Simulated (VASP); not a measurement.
Input of a VASP 6.6.1 run:

File INCAR:

```
  ALGO = Normal
  EDIFF = 1E-6
  ENCUT = 520
  ISIF = 2
  ISMEAR = -1
  LASPH = True
  LCHARG = False
  LMIXTAU = True
  LREAL = False
  LWAVE = False
  METAGGA = LAK
  NELM = 60
  PREC = Accurate
  SIGMA = 0.05
```

Contents of KPOINTS:

```
k-points
0
Gamma
  12 12 12
```

File POSCAR:

```
BN
1.0
    1.2511217832      0.7223354983      3.3729344033
   -1.2511217832      0.7223354983      3.3729344033
    0.0000000000     -1.4446709966      3.3729344033
N B
1 1
Direct
    0.6672382000      0.6672382000      0.6672382000
    0.0003288000      0.0003288000      0.0003288000
```

File KPOINTS_OPT:

```
path GLB1,BZGX,QFP1Z,LP
15
line-mode
reciprocal
 0.0000000000  0.0000000000  0.0000000000  G
 0.5000000000  0.0000000000  0.0000000000  L

 0.5000000000  0.0000000000  0.0000000000  L
 0.5000000000  0.1972419765 -0.1972419765  B1

 0.8027580235  0.5000000000  0.1972419765  B
 0.5000000000  0.5000000000  0.5000000000  Z

 0.5000000000  0.5000000000  0.5000000000  Z
 0.0000000000  0.0000000000  0.0000000000  G

 0.0000000000  0.0000000000  0.0000000000  G
 0.3486209883  0.0000000000 -0.3486209883  X

 0.6513790117  0.3486209883  0.0000000000  Q
 0.5000000000  0.5000000000  0.0000000000  F

 0.5000000000  0.5000000000  0.0000000000  F
 0.6513790117  0.6513790117  0.1972419765  P1

 0.6513790117  0.6513790117  0.1972419765  P1
 0.5000000000  0.5000000000  0.5000000000  Z

 0.5000000000  0.0000000000  0.0000000000  L
 0.8027580235  0.3486209883  0.3486209883  P
```

Potentials or basis: VASP PAW PBE potentials, release 64 (N, B).

Launch:

```sh
$ cat potpaw_PBE.64/N/POTCAR potpaw_PBE.64/B/POTCAR > POTCAR
$ mpirun -np 1 vasp_std > vasp.out
```

**Question.** Predict the largest force.

**Answer.** 0.007 eV/Å.

**Question.** What does it give for the pressure?

**Answer.** 2.2 GPa.

**Question.** Predict the band gap on the k mesh.

**Answer.** 4.96 eV, indirect (least direct gap 5.51 eV).

**Question.** Estimate the band gap along the path.

**Answer.** 4.91 eV, indirect (least direct gap 5.51 eV).

Forces on the atoms (eV/Å):
```
N    0.000  0.000 -0.007
B    0.000  0.000  0.007
```

Caveat: the PAW data sets were made with another functional, which shifts forces and pressure a little.
